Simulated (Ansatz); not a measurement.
BaZrO3: band structure with PBEsol

BaZrO3:

```
CELL_PARAMETERS angstrom
4.19134 0.00000 0.00000
0.00000 4.19134 0.00000
0.00000 0.00000 4.19134
ATOMIC_POSITIONS crystal
Ba 0.00000 0.00000 0.00000
Zr 0.50000 0.50000 0.50000
O 0.50000 0.50000 0.00000
O 0.50000 0.00000 0.50000
O 0.00000 0.50000 0.50000
```

* Program: Ansatz 0.2.0
* Task: band structure
* Functional: PBEsol
* Potentials or basis: Ansatz PAW
* Cutoff: 420 eV (not typed: the program's choice for these potentials)
* k mesh: 6 × 6 × 6
* Occupations: fermi-dirac, width 0.05 eV
* Spin: no spin polarisation
* Path: [["G", "X", "M", "G", "R", "X"], ["M", "R"]]
* Points for each segment of the path: 14

```yaml
Pressure: -1.2 GPa
Band_gap_on_the_k_mesh: 3.16 eV, indirect (least direct gap 3.35 eV)
Band_gap_along_the_path: 3.16 eV, indirect (least direct gap 3.35 eV)
```

Levels at the corners of the path, in eV from the valence-band top:
| point | band 17 | band 18 | band 19 | band 20 | band 21 | band 22 | band 23 | band 24 |
| --- | --- | --- | --- | --- | --- | --- | --- | --- |
| Γ | -1.01 | -0.19 | -0.19 | -0.19 | 3.16 | 3.16 | 3.16 | 4.64 |
| X | -1.75 | -1.68 | -0.42 | -0.42 | 3.53 | 5.69 | 5.69 | 6.45 |
| M | -0.91 | -0.91 | -0.77 | -0.05 | 5.68 | 5.68 | 6.48 | 6.53 |
| Γ | -1.01 | -0.19 | -0.19 | -0.19 | 3.16 | 3.16 | 3.16 | 4.64 |
| R | -2.52 | 0.00 | 0.00 | 0.00 | 5.99 | 5.99 | 5.99 | 6.99 |
| X | -1.75 | -1.68 | -0.42 | -0.42 | 3.53 | 5.69 | 5.69 | 6.45 |
| M | -0.91 | -0.91 | -0.77 | -0.05 | 5.68 | 5.68 | 6.48 | 6.53 |
| R | -2.52 | 0.00 | 0.00 | 0.00 | 5.99 | 5.99 | 5.99 | 6.99 |

Run time: 2.9 s on 2 threads of Intel(R) Xeon(R) Platinum 8488C (Sapphire Rapids) (shared host), peak memory 0.44 GiB.

Caveat: the pressure holds a Pulay correction of +0.5 GPa for the finite cutoff; spin-orbit coupling is left out, which moves the levels of the heavy elements; the PAW data sets come from PBE, with cores solved anew for the run's functional, which leaves a small shift of forces and pressure. PBEsol gaps usually lie below the measured ones, often by a third to a half.
